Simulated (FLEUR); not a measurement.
**C: equation of state with LDA (Wigner correlation)**

The system is C.

```xyz
8
Lattice="2.5221 0.0000 0.0000 -1.2611 2.1842 0.0000 0.0000 0.0000 8.2371" Properties=species:S:1:pos:R:3 pbc="T T T"
C     1.2611    0.7281    6.9501
C     0.0000    1.4561    2.8315
C     1.2611    0.7281    5.4056
C     0.0000    1.4561    1.2870
C     0.0000    0.0000    7.4649
C     0.0000    0.0000    3.3463
C     0.0000    0.0000    4.8908
C     0.0000    0.0000    0.7722
```

This is a hexagonal form of diamond, not graphite.

```yaml
Program: FLEUR MaX-R8.1 (later development tree)
Task: equation of state
Functional: LDA (Wigner correlation)
Potentials_or_basis: all-electron
Basis: FLAPW
Kmax: 5.5 1/bohr
k_mesh: 12 × 12 × 4
Occupations: fermi-dirac, width 0.05 eV
Spin: no spin polarisation
```

```
Equilibrium volume                        : 5.68 Å³/atom
Bulk modulus at fixed shape and positions : 438 GPa
Pressure derivative of the bulk modulus   : 3.6 (rough: it moves with the points fitted)
```

Energy against volume, from the lowest point:
| volume (Å³/atom) | energy (meV/atom) |
| --- | --- |
| 5.332 | 32.70 |
| 5.445 | 14.49 |
| 5.672 | 0.00 |
| 5.899 | 10.58 |
| 6.012 | 23.93 |

Caveat: the cell was scaled at fixed shape and fractional positions, which overstates the stiffness of a crystal with free parameters, most of all of layers and chains.
